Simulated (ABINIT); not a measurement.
## Optical response of MgTe

Aim: the dielectric function of MgTe, and the optical constants that follow from it.

Program: ABINIT 10.8.3. Level of theory: DFT, PBE, plane waves with norm-conserving potentials (PseudoDojo), scalar-relativistic, independent-particle linear optical response without local fields. Results are calculated unless marked as measured.

### Step 1. The starting structure

Symmetry: P6_3mc, No. 186, hexagonal system. Conventional cell: a = 4.520 Å, b = 4.520 Å, c = 7.330 Å, α = 90.00°, β = 90.00°, γ = 120.00°. Nearest to Te lie 4 Mg at 2.74 to 2.82 Å. Nearest to Mg lie 4 Te at 2.74 to 2.82 Å. Farther neighbours and most contacts between anions are not listed.

### Step 2. Ground state, bands and velocity matrix elements

The self-consistent density comes first; it also tells whether there is a gap, which decides the occupations and the need for a Drude term.

This step: DFT, PBE, plane waves with norm-conserving potentials (PseudoDojo), scalar-relativistic, ground state, bands at fixed density and velocity matrix elements (ABINIT 10.8.3).

run.abi reads:

```
# ground state, bands on a dense mesh, and the derivatives d/dk of the wave functions
ndtset 3

ngkpt1 6 6 3
shiftk1 0.0 0.0 0.0
tolvrs1 1.0d-12
nband1 30
prtden1 1

iscf2 -2
getden2 1
ngkpt2 8 8 5
shiftk2 0.0 0.0 0.0
kptopt2 1
nband2 77
nbdbuf2 4
tolwfr2 1.0d-14

optdriver3 8
wfk_task3 "wfk_ddk"
prtevk3 1
getwfk3 2
getden3 1
iscf3 -2
ngkpt3 8 8 5
shiftk3 0.0 0.0 0.0
kptopt3 1
nband3 77

nshiftk 1
occopt 3
tsmear 0.001837
ecut 45.0
nstep 80
iomode 3
chksymbreak 0
chkprim 0
chksymtnons 0
acell 3*1.0 Angstrom
rprim
  4.519999999997 0.000000000000 0.000000000000
  -2.259999999998 3.914434825103 0.000000000000
  0.000000000000 0.000000000000 7.330000000000
natom 4
ntypat 2
znucl 52 12
typat 1 1 2 2
xred
  0.666666666667 0.333333333333 0.885000000000
  0.333333333333 0.666666666667 0.385000000000
  0.666666666667 0.333333333333 0.500000000000
  0.333333333333 0.666666666667 0.000000000000
pseudos "Te.upf, Mg.upf"
```

On the command line:

```sh
$ mpirun -n 4 abinit run.abi
```

Numbers of over 12 decimals in the logs are rounded to 6 here.

What it wrote:

```text
DATASET    1 : space group P6_3 m c (#186); Bravais hP (primitive hexag.)
 DATASET    2 : space group P6_3 m c (#186); Bravais hP (primitive hexag.)
 DATASET    3 : space group P6_3 m c (#186); Bravais hP (primitive hexag.)
            ngfft          54      54      90
                         0.01852    0.01852    0.11111    0.11111    0.05556    0.11111
                         0.03750    0.03750    0.01875    0.01875    0.00625    0.03750
                         0.03750    0.03750    0.01875    0.03750    0.07500    0.07500
                         0.03750    0.03750    0.00625    0.03750    0.03750    0.03750
                         0.01875    0.03750    0.07500    0.07500    0.03750    0.03750
                         0.03750    0.03750    0.01875    0.01875    0.00625    0.03750
                         0.03750    0.03750    0.01875    0.03750    0.07500    0.07500
                         0.03750    0.03750    0.00625    0.03750    0.03750    0.03750
                         0.01875    0.03750    0.07500    0.07500    0.03750    0.03750
== DATASET  1 ==================================================================
 Real(R)+Recip(G) space primitive vectors, cartesian coordinates (Bohr,Bohr^-1):
 R(1)=  8.5415621  0.0000000  0.0000000  G(1)=  0.1170746  0.0675931  0.0000000
 R(2)= -4.2707810  7.3972098  0.0000000  G(2)=  0.0000000  0.1351861  0.0000000
 R(3)=  0.0000000  0.0000000 13.8516925  G(3)=  0.0000000  0.0000000  0.0721933
 Unit cell volume ucvol=  8.7520155E+02 bohr^3
 Angles (23,13,12)=  9.00000000E+01  9.00000000E+01  1.20000000E+02 degrees
 getcut: wavevector=  0.0000  0.0000  0.0000  ngfft=  54  54  90
     iter   Etot(hartree)      deltaE(h)  residm     vres2
 ETOT  1  -327.81410011452    -3.278E+02 1.160E+00 1.468E+02
 ETOT  2  -328.63467832001    -8.206E-01 7.290E-03 1.410E+01
 ETOT  3  -328.63669321661    -2.015E-03 1.658E-03 6.278E-01
 ETOT  4  -328.63672360320    -3.039E-05 7.296E-04 1.530E-01
 ETOT  5  -328.63672958770    -5.985E-06 3.686E-04 2.015E-02
 ETOT  6  -328.63673009672    -5.090E-07 1.619E-04 1.891E-03
 ETOT  7  -328.63673020402    -1.073E-07 1.300E-04 1.162E-04
 ETOT  8  -328.63673020876    -4.741E-09 1.133E-04 1.298E-05
 ETOT  9  -328.63673020950    -7.387E-10 7.632E-05 1.019E-06
 ETOT 10  -328.63673020953    -3.854E-11 9.901E-05 4.873E-08
 ETOT 11  -328.63673020953     6.878E-12 4.295E-05 1.764E-09
 ETOT 12  -328.63673020954    -1.637E-11 7.868E-05 1.108E-10
 ETOT 13  -328.63673020954     1.478E-12 1.317E-04 6.278E-12
 ETOT 14  -328.63673020955    -3.354E-12 2.871E-04 8.164E-14
 At SCF step   14       vres2   =  8.16E-14 < tolvrs=  1.00E-12 =>converged.
 Cartesian components of stress tensor (hartree/bohr^3)
  sigma(1 1)= -9.85630920E-05  sigma(3 2)=  0.00000000E+00
  sigma(2 2)= -9.85630920E-05  sigma(3 1)=  0.00000000E+00
  sigma(3 3)= -5.16100790E-05  sigma(2 1)=  0.00000000E+00
 Mean square residual over all n,k,spin=   85.861E-08; max=  28.708E-05
 Fermi (or HOMO) energy (hartree) =   0.12590   Average Vxc (hartree)=  -0.30792
 Eigenvalues (hartree) for nkpt=  14  k points:
 kpt#   1, nband= 30, wtk=  0.00926, kpt=  0.0000  0.0000  0.0000 (reduced coord)
  -2.68627   -2.68627   -1.46529   -1.46529   -1.46503   -1.46503   -1.46503   -1.46503
  -1.22018   -1.22018   -1.22018   -1.22018   -1.21985   -1.21984   -1.21968   -1.21968
  -1.21966   -1.21966   -0.30772   -0.28366   -0.04839    0.05281    0.05281    0.07128
   0.07128    0.07686    0.17044    0.18372    0.26856    0.28266
   2.00000    2.00000    2.00000    2.00000    2.00000    2.00000    2.00000    2.00000
   2.00000    2.00000    2.00000    2.00000    2.00000    2.00000    2.00000    2.00000
   2.00000    2.00000    2.00000    2.00000    2.00000    2.00000    2.00000    2.00000
   2.00000    2.00000    0.00000    0.00000    0.00000    0.00000
kinetic             :  1.81744916007447E+02
hartree             :  1.09546300585844E+02
xc                  : -6.51792549120264E+01
Ewald energy        : -1.56475161682817E+02
psp_core            :  5.46081415511497E+00
local_psp           : -3.08825348070614E+02
non_local_psp       : -9.49089962924941E+01
internal            : -3.28636730209545E+02
'-kT*entropy'       : -2.37893181126909E-14
total_energy        : -3.28636730209545E+02
total_energy_eV     : -8.94266100034819E+03
 Cartesian components of stress tensor (hartree/bohr^3)
  sigma(1 1)= -9.85630920E-05  sigma(3 2)=  0.00000000E+00
  sigma(2 2)= -9.85630920E-05  sigma(3 1)=  0.00000000E+00
  sigma(3 3)= -5.16100790E-05  sigma(2 1)=  0.00000000E+00
-Cartesian components of stress tensor (GPa)         [Pressure=  2.4394E+00 GPa]
== DATASET  2 ==================================================================
 Real(R)+Recip(G) space primitive vectors, cartesian coordinates (Bohr,Bohr^-1):
 R(1)=  8.5415621  0.0000000  0.0000000  G(1)=  0.1170746  0.0675931  0.0000000
 R(2)= -4.2707810  7.3972098  0.0000000  G(2)=  0.0000000  0.1351861  0.0000000
 R(3)=  0.0000000  0.0000000 13.8516925  G(3)=  0.0000000  0.0000000  0.0721933
 Unit cell volume ucvol=  8.7520155E+02 bohr^3
 Angles (23,13,12)=  9.00000000E+01  9.00000000E+01  1.20000000E+02 degrees
 getcut: wavevector=  0.0000  0.0000  0.0000  ngfft=  54  54  90
 Mean square residual over all n,k,spin=   47.334E-16; max=  99.997E-16
 Eigenvalues (hartree) for nkpt=  30  k points:
 kpt#   1, nband= 77, wtk=  0.00313, kpt=  0.0000  0.0000  0.0000 (reduced coord)
  -2.68627   -2.68627   -1.46529   -1.46529   -1.46503   -1.46503   -1.46503   -1.46503
  -1.22018   -1.22018   -1.22018   -1.22018   -1.21985   -1.21984   -1.21968   -1.21968
  -1.21966   -1.21966   -0.30772   -0.28366   -0.04839    0.05281    0.05281    0.07128
   0.07128    0.07686    0.17044    0.18372    0.26856    0.26856    0.28388    0.30432
   0.30432    0.34348    0.34348    0.37664    0.38281    0.41217    0.41217    0.41413
   0.44054    0.53076    0.54421    0.54421    0.59175    0.59175    0.61014    0.64324
   0.64324    0.67329    0.67329    0.74817    0.75244    0.77003    0.79487    0.86694
   0.86694    0.87032    0.87032    0.87276    0.89467    0.90743    0.92068    0.92068
   0.92237    0.92237    1.01117    1.01117    1.03427    1.04236    1.04236    1.07438
   1.07438    1.07809    1.09040    1.09040    1.11337
== DATASET  3 ==================================================================
            ngfft          54      54      90
                         0.01852    0.01852    0.11111    0.11111    0.05556    0.11111
                         0.03750    0.03750    0.01875    0.01875    0.00625    0.03750
                         0.03750    0.03750    0.01875    0.03750    0.07500    0.07500
                         0.03750    0.03750    0.00625    0.03750    0.03750    0.03750
                         0.01875    0.03750    0.07500    0.07500    0.03750    0.03750
                         0.03750    0.03750    0.01875    0.01875    0.00625    0.03750
                         0.03750    0.03750    0.01875    0.03750    0.07500    0.07500
                         0.03750    0.03750    0.00625    0.03750    0.03750    0.03750
                         0.01875    0.03750    0.07500    0.07500    0.03750    0.03750
[shortened to cell, iterations, levels, energies and stress; the echo of variables, forces, comments, warnings and credits are left out]
```

Run time: 6.2 min. Hardware: 4 MPI ranks of Intel Xeon Platinum 8559C (Emerald Rapids), shared host; peak memory 0.24 GiB; 25 min of CPU time.

Read-outs, printed or worked out from the files:

| Quantity | Value |
| --- | --- |
| total energy | -328.6 Ha |
| gap on the k-mesh | 2.546 eV |
| direct gap on the mesh | 2.546 eV |

There is a gap, 2.55 eV on this mesh (points off the mesh can give less), so no carriers' term is needed.

### Step 3. Optical response

The spectrum is a sum over vertical transitions between filled and empty bands at the fixed density, so many empty bands are needed.

This step: DFT, PBE, plane waves with norm-conserving potentials (PseudoDojo), scalar-relativistic, independent-particle linear optical response without local fields (ABINIT 10.8.3).

optic.abi reads:

```
&FILES
 ddkfile_1 = 'runo_DS3_1_EVK.nc',
 ddkfile_2 = 'runo_DS3_2_EVK.nc',
 ddkfile_3 = 'runo_DS3_3_EVK.nc',
 wfkfile = 'runo_DS2_WFK.nc'
/
&PARAMETERS
 broadening = 0.001837,
 domega = 0.0020212,
 maxomega = 0.80849,
 scissor = 0.0,
 tolerance = 0.002,
 nband_sum = 73
/
&COMPUTATIONS
 num_lin_comp = 2,
 lin_comp = 11, 33,
 num_nonlin_comp = 0,
 num_linel_comp = 0,
 num_nonlin2_comp = 0
/
```

On the command line:

```sh
$ optic optic.abi
```

What it wrote:

```text

 OPTIC has originally been developed by
 S. Sharma, J. K. Dewhurst and C. Ambrosch-Draxl, Phys. Rev. B 67, 165332 (2003), and
 S. Sharma and C. Ambrosch-Draxl, Physica Scripta T 109 (2004).

 rprimd(bohr)      =   8.54156   0.00000   0.00000
                      -4.27078   7.39721   0.00000
                       0.00000   0.00000  13.85169
 natom             =       4
 nkpt,mband        =      30      77
 ecut              =  45.00000 Ha
 newocc: new Fermi energy is       0.123382 , with nelect=     52.000000, Number of bisection calls: 10
 Fermi level: 3.3574  (eV)

 fermie            =   0.12338 Ha   3.35740 eV
 Scissor shift     =   0.00000 Ha
 Tolerance on closeness to singularities     =   0.00200 Ha
 Smearing factor      =   0.00184 Ha
 Will use the antiresonant approximation (meaning that the antiresonant terms are neglected)
 Will not perform the bands decomposition
 linear coeffs to be calculated :
 11 33
 non-linear coeffs to be calculated :

 electronic part of electro-optic coeffs to be calculated :

 non-linear coeffs (V2) to be calculated :

 linear optic matrix elements will be printed :0
 optic : Call pmat2cart
 No scissor shift to be applied. Returning to main optic routine.
 optic : Call linopt
  linopt            1           1
 calculated the component:           1           1   of dielectric function
  with broadening:         (0.000000,1.83700000000000009E-003)
 and scissors shift:   0.000000
 energy window:   102.932682      eV   3.782706      Ha
  linopt            3           3
 calculated the component:           3           3   of dielectric function
  with broadening:         (0.000000,1.83700000000000009E-003)
 and scissors shift:   0.000000
 energy window:   102.932682      eV   3.782706      Ha
 optic : Call nlinopt
 optic : Call linelop
 optic : Call nonlinopt

================================================================================

 Calculation completed.
-
program: optic
version: 10.8.3
start_datetime:
end_datetime:
overall_cpu_time:           0.6
overall_wall_time:           0.6
mpi_procs: 1
omp_threads: 1
...
```

It took 1.2 s on 1 thread; peak memory 0.07 GiB.

Numbers from this step:

```
electronic dielectric constant ε∞, mean over x, y and z (by symmetry where fewer were run) : 6.003
centre of weight of the strongest loss peak in the window                                  : 14.49 eV
```

The Im ε has structure finer than the step of the table below, so its rows give means over 1 eV, whole bins alone (the curve runs from 0.0550 to 21.9 eV). Peaks (eV: height): E ∥ x 4.5: 26.1, 5.4: 17.9; E ∥ z 4.1: 16.3, 4.5: 18.6, 4.9: 14.8, 5.1: 14.8, 5.4: 14.0, 6.2: 9.95, 6.5: 9.64.

Sum at mesh points, not converged in k; values under the direct gap are tails of Lorentzian lines. Table of Im ε by photon energy; means over each step:

| photon energy (eV) | E ∥ x | E ∥ z |
| --- | --- | --- |
| 1 | 0.0227 | 0.0250 |
| 2 | 0.0774 | 0.145 |
| 3 | 0.925 | 1.13 |
| 4 | 8.38 | 10.2 |
| 5 | 11.8 | 11.0 |
| 6 | 8.68 | 7.75 |
| 7 | 4.86 | 5.04 |
| 8 | 2.92 | 2.45 |
| 9 | 1.44 | 1.56 |
| 10 | 0.875 | 0.935 |
| 11 | 0.505 | 0.608 |
| 12 | 0.486 | 0.445 |
| 13 | 0.409 | 0.394 |
| 14 | 0.320 | 0.292 |
| 15 | 0.357 | 0.322 |
| 16 | 0.223 | 0.258 |
| 17 | 0.195 | 0.184 |
| 18 | 0.152 | 0.168 |
| 19 | 0.121 | 0.118 |
| 20 | 0.101 | 0.105 |
| 21 | 0.0775 | 0.0658 |

The reflectivity at normal incidence has structure finer than the step of the table below, so its rows give means over 1 eV, whole bins alone (the curve runs from 0.0550 to 21.9 eV). Peaks (eV: height): E ∥ x 4.5: 55.9, 5.4: 51.9, 6.9: 59.5, 7.5: 51.9, 8.3: 66.0, 9.6: 57.5, 10.1: 61.2; E ∥ z 7.3: 57.0, 7.6: 58.5, 7.9: 63.8, 8.3: 66.2, 9.1: 70.9, 9.6: 62.1, 10.2: 59.4.

Sum at mesh points, not converged in k. The reflectivity at normal incidence by photon energy; means over each step:

| photon energy (eV) | E ∥ x (%) | E ∥ z (%) |
| --- | --- | --- |
| 1 | 18.2 | 18.6 |
| 2 | 20.5 | 21.3 |
| 3 | 25.6 | 25.9 |
| 4 | 37.8 | 40.9 |
| 5 | 41.9 | 41.0 |
| 6 | 46.9 | 44.8 |
| 7 | 49.6 | 49.3 |
| 8 | 54.5 | 55.7 |
| 9 | 53.4 | 55.9 |
| 10 | 56.2 | 49.7 |
| 11 | 52.5 | 48.2 |
| 12 | 35.4 | 41.8 |
| 13 | 30.8 | 30.9 |
| 14 | 19.8 | 21.3 |
| 15 | 17.6 | 14.5 |
| 16 | 12.3 | 11.3 |
| 17 | 7.83 | 7.48 |
| 18 | 5.94 | 6.03 |
| 19 | 3.95 | 3.96 |
| 20 | 3.01 | 3.03 |
| 21 | 2.29 | 2.22 |

The loss function −Im 1/ε at q → 0 has structure finer than the step of the table below, so its rows give means over 0.5 eV, whole bins alone (the curve runs from 0.0550 to 21.9 eV). Peaks (eV: height): E ∥ x 11.82: 1.96, 12.43: 1.96, 12.87: 2.60, 13.75: 3.20, 15.12: 3.81, 15.62: 3.49, 16.39: 2.29; E ∥ z 12.76: 3.02, 13.31: 3.25, 13.69: 3.86, 14.30: 4.21, 14.68: 2.83, 14.96: 2.92, 15.23: 2.98.

Sum at mesh points, not converged in k; values under the direct gap are tails of Lorentzian lines. Table of loss function −Im 1/ε at q → 0 by energy loss; means over each step:

| energy loss (eV) | E ∥ x | E ∥ z |
| --- | --- | --- |
| 0.5 | 2.8e-4 | 2.9e-4 |
| 1.0 | 5.8e-4 | 6.1e-4 |
| 1.5 | 9.2e-4 | 9.7e-4 |
| 2.0 | 0.00138 | 0.00158 |
| 2.5 | 0.00616 | 0.00884 |
| 3.0 | 0.00602 | 0.00879 |
| 3.5 | 0.0165 | 0.0132 |
| 4.0 | 0.0289 | 0.0323 |
| 4.5 | 0.0495 | 0.0773 |
| 5.0 | 0.1000 | 0.0785 |
| 5.5 | 0.0812 | 0.0867 |
| 6.0 | 0.105 | 0.128 |
| 6.5 | 0.122 | 0.132 |
| 7.0 | 0.154 | 0.149 |
| 7.5 | 0.187 | 0.159 |
| 8.0 | 0.144 | 0.172 |
| 8.5 | 0.201 | 0.275 |
| 9.0 | 0.273 | 0.199 |
| 9.5 | 0.313 | 0.351 |
| 10.0 | 0.346 | 0.482 |
| 10.5 | 0.471 | 0.502 |
| 11.0 | 0.698 | 0.707 |
| 11.5 | 1.14 | 0.954 |
| 12.0 | 1.60 | 1.45 |
| 12.5 | 1.64 | 1.95 |
| 13.0 | 2.35 | 2.12 |
| 13.5 | 2.77 | 3.17 |
| 14.0 | 3.03 | 2.97 |
| 14.5 | 2.05 | 2.56 |
| 15.0 | 2.88 | 2.56 |
| 15.5 | 2.98 | 2.37 |
| 16.0 | 2.08 | 2.13 |
| 16.5 | 1.80 | 1.93 |
| 17.0 | 1.41 | 1.25 |
| 17.5 | 1.22 | 1.13 |
| 18.0 | 0.941 | 1.06 |
| 18.5 | 0.671 | 0.678 |
| 19.0 | 0.525 | 0.531 |
| 19.5 | 0.472 | 0.438 |
| 20.0 | 0.421 | 0.452 |
| 20.5 | 0.298 | 0.274 |
| 21.0 | 0.265 | 0.217 |
| 21.5 | 0.187 | 0.156 |

Optical constants at common wavelengths, from n + ik = √ε:

| wavelength (nm) | n x | k x | R (%) x | 1/α x | n z | k z | R (%) z | 1/α z |
| --- | --- | --- | --- | --- | --- | --- | --- | --- |
| 1550 | 2.47 | 0.003 | 17.9 | 36 µm | 2.50 | 0.004 | 18.3 | 33 µm |
| 1064 | 2.50 | 0.005 | 18.4 | 16 µm | 2.53 | 0.006 | 18.8 | 15 µm |
| 532 | 2.74 | 0.020 | 21.7 | 2.1 µm | 2.82 | 0.033 | 22.7 | 1.3 µm |
| 405 | 3.07 | 0.059 | 25.9 | 545 nm | 3.22 | 0.094 | 27.7 | 343 nm |
| 308 | 3.55 | 0.748 | 33.2 | 33 nm | 4.28 | 1.475 | 43.2 | 17 nm |
| 248 | 2.55 | 1.482 | 31.2 | 13 nm | 2.75 | 2.146 | 41.0 | 9.2 nm |
| 193 | 1.43 | 2.232 | 47.4 | 6.9 nm | 2.01 | 2.046 | 39.2 | 7.5 nm |

Below the direct gap, k and the depth come from the tails of the Lorentzian lines, not from transitions.

Rows near the edge hang on the gap, which this functional as a rule makes too small, and phonon-assisted absorption is left out.

### Step 4. Summary of results

```json
{"electronic dielectric constant ε∞, mean over x, y and z (by symmetry where fewer were run) (independent particles)": "6.00", "centre of weight of the strongest loss peak in the window, first axis": "14.5 eV"}
```

At this level (PBE, independent particles) MgTe has a mean ε∞ = 6.00 and n = 2.47 at 1550 nm (E ∥ x). On the mesh the gap is 2.55 eV and the least direct gap 2.55 eV. The static values by axis are 5.96 (x), 6.09 (z). Excitons and phonon-assisted transitions are missing, and so are local fields; PBE gaps are as a rule too small, which pulls the onset down and ε∞ up. Spin-orbit coupling is left out although heavy atoms are present. The mesh misses the corner K of the hexagonal zone, so gaps read from it can be too wide where band edges lie there. The sum runs over mesh points 0.20 Å⁻¹ apart with no interpolation, so peaks are partly noise of the mesh and static values carry its error. Besides steps told in other documents, this task had 1 run with a known fault of program or setting; those not told in a step above aren't shown.

[Logs are printed without paths, hosts, clocks, repeated set-up lines and the standing remarks that a program may print on its own settings, such as how far it seeks lower states.]

[Hosts, paths, dates, database ids (printed as entryN), source tags and the programs' standing remarks are cut or masked in the printed files.]
